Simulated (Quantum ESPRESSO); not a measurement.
# HgTe (Coloradoite) under changes of volume

One of the cells (33.215 Å³/atom); the others are scaled copies at fixed shape and fractional positions:

```
Hg Te
1.0
     0.00000    3.21450    3.21450
     3.21450    0.00000    3.21450
     3.21450    3.21450    0.00000
Hg Te
1 1
Direct
  0.00000 0.00000 0.00000
  0.75000 0.75000 0.75000
```

| Item | Value |
| --- | --- |
| Program | Quantum ESPRESSO 7.5 |
| Functional | SOGGA |
| Potentials or basis | PseudoDojo 0.4.1 SR PBE standard |
| Cutoff | 1088 eV |
| Density cutoff | 4354 eV |
| k mesh | 7 × 7 × 7 |
| Occupations | fermi-dirac, width 0.05 eV |
| Spin | no spin polarisation |

```tsv
volume (Å³/atom)	energy over the lowest point (meV/atom)	pressure (GPa)
31.223	?	?
31.887	22.21	3.5
32.551	10.30	2.3
33.215	3.07	1.2
33.880	0.00	0.3
34.544	0.61	-0.6
35.208	4.49	-1.3
```

**Question.** What does the run at 31.223 Å³/atom give?

**Answer.** Energy over the lowest point 39.42 meV/atom; pressure 4.8 GPa.

Worked out: A Birch-Murnaghan fit of order 3 (a polynomial in V^(-2/3)) to the other rows has its minimum at 34.09 Å³/atom with B0 = V·E''(V) = 44 GPa and B' = 5.2. It gives 39.41 meV/atom at 31.223 Å³/atom, against the run's 39.42, and -dE/dV = 4.8 GPa, against 4.8.

Energies are extrapolated to zero smearing.

Caveats: the potentials were made for another functional, which shifts forces and pressure; SOGGA exchange is joined with the correlation of PBE here.
